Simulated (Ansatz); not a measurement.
**C (P6_3/mmc), a film clamped to a substrate**

Computed with DFT PBE, scalar-relativistic, plane waves, PAW in Ansatz 0.2.0. Cutoff 420 eV, Γ-centred 12×12×6 k-points, Gaussian smearing of 0.05 eV. No spin polarisation. Energies are free energies at this smearing, counted from the undisturbed cell; pressure is positive in compression.

The undisturbed cell (relaxed at this level):

```
CELL_PARAMETERS angstrom
2.51156 0.00000 0.00000
-1.25578 2.17508 0.00000
0.00000 0.00000 4.18036
ATOMIC_POSITIONS crystal
C 0.33333 0.66667 0.06273
C 0.66667 0.33333 0.56273
C 0.33333 0.66667 0.43727
C 0.66667 0.33333 0.93727
```

The cell (4 atoms, V0 = 22.84 Å³) is strained by p along both x and y and by q along z, fractional coordinates fixed. τp = (1/V0) ∂E/∂p = (σxx + σyy)(1 + p)(1 + q) and τq = (1/V0) ∂E/∂q = σzz(1 + p)², with tension positive.

```
     p q  ΔE (meV/atom)  τp (GPa)  τq (GPa)
 0.000   0.000           0.00      0.01     -0.01
-0.040   0.000          80.76   -119.07     -1.91
 0.040   0.000          66.05     88.10      0.57
 0.000  -0.040          40.69     -1.18    -60.11
 0.000   0.040          33.21      1.06     44.39
```

Get the second derivatives of the energy density.

Central differences give A = ∂τp/∂p = 2590 GPa (C11 + C22 + 2 C12), C = ∂τq/∂q = 1306 GPa (C33) and the cross term B = ∂τq/∂p = 31 GPa (C13 + C23); ∂τp/∂q = 28.1 GPa must equal B, and any difference shows higher-order terms. Steps this large leave an error of some per cent of A or C in all of these, which can swamp a small B. The ions are clamped.

A film of this crystal grows with z along the normal on a substrate that imposes p. How does its thickness respond, and what does the misfit cost?

Count p and q from the stress-free cell. A free surface needs τq = 0, so q = −(B/C) p = -0.02 p. The energy density left is (A − B²/C) p²/2 = M p², with the biaxial modulus M = 1294 GPa; a misfit of 1 % costs 4.61 meV/atom, against 4.61 meV/atom if the thickness were held.

At p = 0.080 the energies along q are 418.4 (q = -0.080), 279.4 (q = -0.040), 239.5 (q = 0.000), 272.8 (q = 0.040), 359.6 (q = 0.080) meV/atom.

Does the linear rule hold at this misfit?

A parabola through the lowest point and its neighbours has its minimum at q = 0.002, 239.4 meV/atom. With the stress left in the starting cell, τp0 and τq0, linear elasticity gives q = −(τq0 + Bp)/C = -0.002 and E = V0(τp0 p + τq0 q + Ap²/2 + Bpq + Cq²/2)/N = 295.2 meV/atom. The energies differ by more than a tenth, so the quadratic law fails here: the gap holds the anharmonic part, with some error from the wide steps. Cubic terms also shift the vertex of so wide a parabola.

Forces appear on the atoms along this scan, and letting them relax would lower the energy and soften the response.

Cost: 25 runs of about 0.82 core-minutes in all, on Intel Xeon Platinum 8259CL (Skylake/Cascade Lake) (shared hosts).

The cell is hexagonal diamond (lonsdaleite), not graphite, and its stiffness is that of a three-dimensional sp3 network. Straining the basal plane or the c axis stretches strong covalent bonds and distorts tetrahedral angles. The high cost of bending those angles explains the weak Poisson coupling: a film under misfit hardly changes thickness, and letting it do so recovers almost none of the elastic energy.

Compression costs more than equal tension along both strain coordinates, as expected when short-range repulsion steepens faster than bonding weakens. The same asymmetry explains why the quadratic law overestimates the energy at large tensile misfit. The slightly positive q at the fitted minimum there is no evidence of auxetic behaviour: the same three-point fit to the unstrained cell would also put the minimum at positive q, although the stress there vanishes at essentially zero strain. The elastic cost alone doesn't show that a coherent film would survive such a misfit, since dislocations, cracking or conversion to graphitic carbon could release the energy.
